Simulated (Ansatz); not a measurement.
# CdF2: the cost of one run

Program: Ansatz 0.2.0. Level of theory: DFT PBE, scalar-relativistic, plane waves, PAW. These are calculated values, not measurements.

## 1. The system as given

The structure is tetragonal, space group P4_2/mnm (No. 136). The conventional cell has a = 4.621 Å, b = 4.621 Å, c = 3.016 Å, α = 90.00°, β = 90.00°, γ = 90.00°. Mg (site symmetry mmm) has 6 F at 1.98 Å as nearest neighbours. F (site symmetry m2m) is surrounded by 3 Mg at 1.98 Å.

As a file:

```cif
data_structure
_symmetry_space_group_name_H-M 'P 1'
_symmetry_Int_Tables_number 1
_cell_length_a 4.6213
_cell_length_b 4.6213
_cell_length_c 3.0159
_cell_angle_alpha 90.000
_cell_angle_beta 90.000
_cell_angle_gamma 90.000
_cell_volume 64.41
loop_
_atom_site_label
_atom_site_type_symbol
_atom_site_fract_x
_atom_site_fract_y
_atom_site_fract_z
_atom_site_occupancy
Mg1 Mg 0.00000 0.00000 0.00000 1
Mg2 Mg 0.50000 0.50000 0.50000 1
F1 F 0.30280 0.30280 0.00000 1
F2 F 0.19720 0.80280 0.50000 1
F3 F 0.69720 0.69720 0.00000 1
F4 F 0.80280 0.19720 0.50000 1
```

The structure comes from the Crystallography Open Database.

## 2. Substitution of an element, cell strained: Mg → Cd, first probe

What differs from the listed cell: Cd takes all sites of Mg, and lengths are scaled by 1.007 as a first guess of the size; strain xx, yy, zz, yz, xz, xy = -2.0, -2.0, -2.0, +0.0, +0.0, +0.0 %.

The input, input.yaml:

```yaml
crystal:
  lattice:
    - [4.5599582774, 0.0, 0.0]
    - [0.0, 4.5599582774, 0.0]
    - [0.0, 0.0, 2.9758678659]
  atoms:
    - { symbol: Cd, position: [0.0, 0.0, 0.0] }
    - { symbol: Cd, position: [0.5, 0.5, 0.5] }
    - { symbol: F, position: [0.3028, 0.3028, 0.0] }
    - { symbol: F, position: [0.1972, 0.8028, 0.5] }
    - { symbol: F, position: [0.6972, 0.6972, 0.0] }
    - { symbol: F, position: [0.8028, 0.1972, 0.5] }
basis:
  ecutwfc: 420
kpoints:
  mp_grid: { grid: [4, 4, 6] }
hamiltonian:
  xc: pbe
scf:
  occupations: { method: gaussian, width: 0.1 }
output:
  forces: true
  stress: true
  eigenvalues: true
```

**Question.** How long does this run take on 1 thread of an x86-64 CPU, shared host, and how much memory does it need?

About 3.6 s, with a peak of 0.45 GiB.
